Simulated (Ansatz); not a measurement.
# Na: the cost of one run

Computed with Ansatz 0.2.0 through its Python package. Level of theory: DFT PBE, plane waves, PAW.

### Step 1. The structure

Na Im-3m: The structure is cubic, space group Im-3m (No. 229). Conventional cell: a = 4.280 Å, b = 4.280 Å, c = 4.280 Å, α = 90.00°, β = 90.00°, γ = 90.00°. Around Na (site symmetry m-3m) lie 8 Na at 3.71 Å.

Na Fd-3m: It takes space group Fd-3m (No. 227, cubic). Conventional cell: a = 7.420 Å, b = 7.420 Å, c = 7.420 Å, α = 90.00°, β = 90.00°, γ = 90.00°. Na (site symmetry -43m) is surrounded by 4 Na at 3.21 Å.

No structure file is read: the coordinates are typed or built in the script.

### Step 2. The code

run_transition.py

```python
"""Pressure at which two phases of Na cross."""

import warnings

import ansatz
import numpy as np
from tabulate import tabulate

XC = "pbe"
K_SPACING = 0.3
OCCUPATIONS = "fermi_dirac"
WIDTH_EV = 0.1


def bcc(first, a):
    return ansatz.Crystal.bcc(first, a=a)


def diamond(first, a):
    return ansatz.Crystal.diamond(first, a=a)


def compute(name, crystal, pressure=0.0):
    calc = (
        crystal.calculation()
        .functional(XC)
        .basis(18 * ansatz.Ha)
        .kpoints(spacing=K_SPACING)
        .occupations(OCCUPATIONS, width=WIDTH_EV)
    )
    calc = calc.relax(force_tolerance=0.02, max_steps=40, cell=True, pressure=pressure)
    return calc.run(threads=1, pin="off")


def volume_per_atom(outcome):
    return abs(np.linalg.det(outcome.lattice.cell_ang)) / len(outcome.lattice.sites)

warnings.simplefilter("ignore")

phases = {}
phases["bcc"] = bcc("Na", 4.28)
phases["diamond"] = diamond("Na", 7.42)

# enthalpy per atom at each pressure
pressures = [0, 15, 30, 45]
enthalpy, volume = {name: [] for name in phases}, {name: [] for name in phases}
for p in pressures:
    for name, crystal in phases.items():
        o = compute(name, crystal, pressure=p)
        volume[name].append(volume_per_atom(o))
        enthalpy[name].append(o.report["energy_sigma0_ev"] / len(o.lattice.sites) + p * volume[name][-1] / 160.21766)
gap = np.array(enthalpy["diamond"]) - np.array(enthalpy["bcc"])
rows = [(p, va, vb, 1000 * d) for p, va, vb, d in zip(pressures, volume["bcc"], volume["diamond"], gap)]
print(tabulate(rows, headers=["P (GPa)", "V bcc (A^3/atom)", "V diamond (A^3/atom)", "H(diamond) - H(bcc) (meV/atom)"], floatfmt=".4f", tablefmt="rst"))
crossings = [p0 - g0 * (p1 - p0) / (g1 - g0) for p0, p1, g0, g1 in zip(pressures, pressures[1:], gap, gap[1:]) if g0 * g1 < 0]
print("crossing near", [round(float(p), 1) for p in crossings], "GPa") if crossings else print("no crossing in this range")
```

### Step 3. Launch

The run is started by

```bash
$ python run_transition.py
```

Q: Estimate wall time and peak memory on 1 thread of Arm Neoverse V1, shared host.

About 46 s, with a peak of 0.41 GiB.
